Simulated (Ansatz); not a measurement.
# Pt: the cost of one run

Method: DFT PBE, scalar-relativistic, plane waves, PAW, in Ansatz 0.2.0.

2 further runs of the same task are left out: 1 that didn't finish, 1 set aside as unsound or not needed.

## Step 1: The starting structure

Symmetry: P6/mmm, No. 191, hexagonal system. Conventional cell: a = 4.252 Å, b = 4.252 Å, c = 5.771 Å, α = 90.00°, β = 90.00°, γ = 120.00°. Around Pt (site symmetry 6/mmm) lie 14 Pt at 2.89 to 2.99 Å. Around Pt (site symmetry 3m) lie 4 Pt at 2.35 to 2.45 Å. Pt (site symmetry 6/mmm) is surrounded by 14 Pt at 2.72 to 2.89 Å.

Structure file:

```cif
data_structure
_symmetry_space_group_name_H-M 'P 1'
_symmetry_Int_Tables_number 1
_cell_length_a 4.2515
_cell_length_b 4.2515
_cell_length_c 5.7712
_cell_angle_alpha 90.000
_cell_angle_beta 90.000
_cell_angle_gamma 120.000
_cell_volume 90.34
loop_
_atom_site_label
_atom_site_type_symbol
_atom_site_fract_x
_atom_site_fract_y
_atom_site_fract_z
_atom_site_occupancy
Pt1 Pt 0.00000 0.00000 0.50000 1
Pt2 Pt 0.66667 0.33333 0.79599 1
Pt3 Pt 0.00000 0.00000 0.00000 1
Pt4 Pt 0.66667 0.33333 0.20401 1
Pt5 Pt 0.33333 0.66667 0.20401 1
Pt6 Pt 0.33333 0.66667 0.79599 1
```

Recipe of the guess: one element on all sites of the BaSn5 type (P6/mmm, No. 191). Lengths come from tabulated atomic sizes and are only a guess.

## Step 2: A first look at the guess

input.yaml

```yaml
crystal:
  lattice:
    - [4.25150564, 0.0, 0.0]
    - [-2.12575282, 3.68191189, 0.0]
    - [0.0, 0.0, 5.77120962]
  atoms:
    - { symbol: Pt, position: [0.0, 0.0, 0.5] }
    - { symbol: Pt, position: [0.66666667, 0.33333333, 0.79599494] }
    - { symbol: Pt, position: [0.0, 0.0, 0.0] }
    - { symbol: Pt, position: [0.66666667, 0.33333333, 0.20400506] }
    - { symbol: Pt, position: [0.33333333, 0.66666667, 0.20400506] }
    - { symbol: Pt, position: [0.33333333, 0.66666667, 0.79599494] }
basis:
  ecutwfc: 420
kpoints:
  mp_grid: { grid: [6, 6, 4] }
hamiltonian:
  xc: pbe
scf:
  occupations: { method: gaussian, width: 0.1 }
  lower_state_search: "off"
output:
  forces: true
  stress: true
  eigenvalues: true
```

On the command line:

```console
$ ansatz run input.yaml --threads 1 --pin off --max-ram 2560MiB --backend cpu --events-out ev --progress --plain --runs-dir out
```

**Question.** How long does this run take on 1 thread of Intel Xeon at 2.50GHz (Skylake/Cascade Lake), shared host, and how much memory does it need?

About 11 s, with a peak of 0.41 GiB.
